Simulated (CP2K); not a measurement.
Runs of CP2K 2026.2 on Te2Mo. The cell holds a slab with vacuum, 6 atoms: a = 6.362 Å, b = 3.480 Å, c = 36.176 Å, α = 90.00°, β = 90.14°, γ = 90.00°. 

```tsv
level	cutoff radius of the dispersion sum (A)	cutoff of the non-local correlation (Ry)	gap on the mesh (eV)	largest force (eV/Å)
PBE	-	-	none	(a)
PBE+D2	20	-	none	(b)
PBE+D3	20	-	none	0.66
PBE+D3(BJ)	20	-	none	0.56
PBE+D3(BJ)+ATM	20	-	none	0.56
PBE+D4	20	-	none	0.52
PBE+rVV10	-	300	none	0.70
```

Alike in all rows: task single point; potentials or basis POTENTIAL_UZH Te GTH-PBE-q6, Mo GTH-PBE-q14; DZVP-MOLOPT-PBE-GTH basis; no spin polarisation; cell as given; k mesh 4 × 8 × 1; smearing fermi-dirac 0.05 eV.

Fill in the values left out.

(a) 0.71; (b) 0.60.

Caveats: the basis of atomic orbitals isn't converged, which shifts pressures, moduli and gaps.

A k mesh can miss the band edges, and the runs leave out spin-orbit coupling on Mo, Te.

A gap of «none» marks a metal or a gap under the smearing width.
